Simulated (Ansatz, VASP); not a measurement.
BN: VASP beside Ansatz

The input INCAR:

```
SYSTEM = BN
PREC = Accurate
ENCUT = 520
EDIFF = 1E-7
ISMEAR = -1
SIGMA = 0.05
LREAL = .False.
LASPH = .True.
NELM = 80
ALGO = Normal
ISIF = 2
LWAVE = .False.
LCHARG = .False.
GGA = PS
NBANDS = 11
```

The input KPOINTS:

```
regular mesh
0
Gamma
  12 12 12
  0 0 0
```

Contents of POSCAR:

```
BN
1.0
    1.2511217832      0.7223354983      3.3729344033
   -1.2511217832      0.7223354983      3.3729344033
    0.0000000000     -1.4446709966      3.3729344033
N B
1 1
Direct
    0.6672382000      0.6672382000      0.6672382000
    0.0003288000      0.0003288000      0.0003288000
```

input.yaml

```yaml
crystal:
  lattice:
    - [1.2511217832, 0.7223354983, 3.3729344033]
    - [-1.2511217832, 0.7223354983, 3.3729344033]
    - [0.0, -1.4446709966, 3.3729344033]
  atoms:
    - { symbol: "N", position: [0.6672382, 0.6672382, 0.6672382] }
    - { symbol: B, position: [0.0003288, 0.0003288, 0.0003288] }
hamiltonian:
  xc: pbesol
  pseudopotentials: { kind: paw }
kpoints:
  mp_grid: { grid: [12, 12, 12] }
scf:
  occupations: { method: fermi_dirac, width: 0.05 }
output:
  forces: true
  stress: true
  eigenvalues: true
```

The cell is a database's computed one.

Alike in both runs: task single point; functional PBEsol; k mesh 12 × 12 × 12; occupations fermi-dirac, width 0.05 eV; no spin polarisation.

```csv
,VASP,Ansatz
version,VASP 6.6.1,Ansatz 0.2.0
potentials or method,"VASP PAW PBE potentials, release 64 (N, B)",Ansatz PAW
plane-wave cutoff (eV),520,420
valence electrons in the cell,8,8
```

|  | VASP | Ansatz | Ansatz less VASP |
| --- | --- | --- | --- |
| gap on the k mesh at the Fermi level (eV) | 4.18 | 4.19 | +0.010 |
| least direct gap on the mesh (eV) | 4.63 | 4.64 | +0.007 |
| pressure (GPa) | 1.0 | 0.7 | -0.30 |
| largest component of the traceless stress (GPa) | 0.69 | 0.25 | -0.439 |

Caveats: the PAW data sets were made with another functional, which shifts forces and pressure a little (VASP); the pressure holds a Pulay correction of +0.6 GPa for the finite cutoff (Ansatz); the PAW data sets come from PBE, with cores solved anew for the run's functional, which leaves a small shift of forces and pressure (Ansatz). As with any semilocal functional, this PBEsol gap is likely too small. A k mesh can miss the band edges.
